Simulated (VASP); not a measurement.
Crystal: MgS (Niningerite).

```
CELL_PARAMETERS angstrom
0.00000 2.60165 2.60165
2.60165 0.00000 2.60165
2.60165 2.60165 0.00000
ATOMIC_POSITIONS crystal
S 0.50000 0.50000 0.50000
Mg 0.00000 0.00000 0.00000
```

Base run:

```yaml
Program: VASP 6.6.1
Functional: PBE
Potentials_or_basis: VASP PAW PBE potentials, release 64 (S, Mg)
Cutoff: 520 eV
k_mesh: 9 × 9 × 9
Occupations: fermi-dirac, width 0.05 eV
Spin: no spin polarisation
```

Its results: band gap on the k mesh 2.91 eV, indirect (least direct gap 3.71 eV); pressure 0.9 GPa.

Question: The run is repeated on the same cell with these changes: functional from PBE to PBEsol. What comes out?

Answer: Band gap on the k mesh 2.83 eV, indirect (least direct gap 3.59 eV); pressure -1.1 GPa.

PBEsol binds more tightly than PBE, so the same cell stands under less pressure.

Caveats: an odd mesh through Γ misses points on the zone boundary, where band edges often lie; the PAW data sets were made with another functional, which shifts forces and pressure a little (some runs).

Not every run made on this cell is shown here.
